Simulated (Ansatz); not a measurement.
**Li2S: the cell at several levels of theory**

The task here is to estimate one member of a computed series from the others.

The COD entry's cell or inner coordinates are ideal or old and differ from later refinements, so a difference from it is no clean test against experiment.

Code: Ansatz 0.2.0. PAW datasets, plane waves, zero pressure. Spin-unpolarised throughout; all numbers are computed.

### The cell

The symmetry is Fm-3m (No. 225, cubic); conventional cell a = 5.689 Å, 15.34 Å³ an atom. Li has 4 S at 2.46 Å; S has 8 Li at 2.46 Å.

Structure file:

```cif
data_structure
_symmetry_space_group_name_H-M 'Fm-3m'
_symmetry_Int_Tables_number 225
_cell_length_a 5.6890
_cell_length_b 5.6890
_cell_length_c 5.6890
_cell_angle_alpha 90.000
_cell_angle_beta 90.000
_cell_angle_gamma 90.000
_cell_volume 184.12
loop_
_atom_site_label
_atom_site_type_symbol
_atom_site_symmetry_multiplicity
_atom_site_Wyckoff_symbol
_atom_site_fract_x
_atom_site_fract_y
_atom_site_fract_z
_atom_site_occupancy
Li1 Li 8 c 0.25000 0.75000 0.75000 1
S1 S 4 a 0.00000 0.00000 0.00000 1
```

Set-up of the first run:

The input, input.yaml:

```yaml
crystal:
  lattice:
    - [0.0, 2.8445, 2.8445]
    - [2.8445, 0.0, 2.8445]
    - [2.8445, 2.8445, 0.0]
  atoms:
    - { symbol: Li, position: [0.25, 0.25, 0.25] }
    - { symbol: Li, position: [0.75, 0.75, 0.75] }
    - { symbol: S, position: [0.0, 0.0, 0.0] }
kpoints:
  mp_grid: { grid: [8, 8, 8] }
hamiltonian:
  xc: pbe
scf:
  occupations: { method: fermi_dirac, width: 0.02 }
relax:
  f_tol: 0.005
  cell: {}
```

The run is started by

```console
> ansatz run input.yaml --threads 2 --pin off --max-ram 2211MiB --backend cpu --events-out ev --progress --plain --runs-dir out
```

Among the steps run: PBE: cell and atoms; Relaxation with r2SCAN; PBEsol: cell and atoms; LDA: cell and atoms; Relaxation with HSE06.

One table of the session follows, with a row left open; its other results are not shown here.

```
 level  a (Å)  volume (Å³/atom)
   PBE  5.706            15.479
r2SCAN  5.691            15.356
PBEsol      ?                 ?
   LDA  5.567            14.379
 HSE06  5.673            15.211
```

**Question.** Estimate the row for PBEsol.

The run gave: a (Å): 5.654; volume (Å³/atom): 15.064. In the column «a (Å)» it lies between LDA (5.567) and HSE06 (5.673).

LDA gives the smallest cell and PBE the largest; they differ by 7.6 % in volume, a mean of 2.5 % in length. The meshes differ: PBE 8×8×8, r2SCAN 8×8×8, PBEsol 8×8×8, LDA 8×8×8, HSE06 6×6×6.
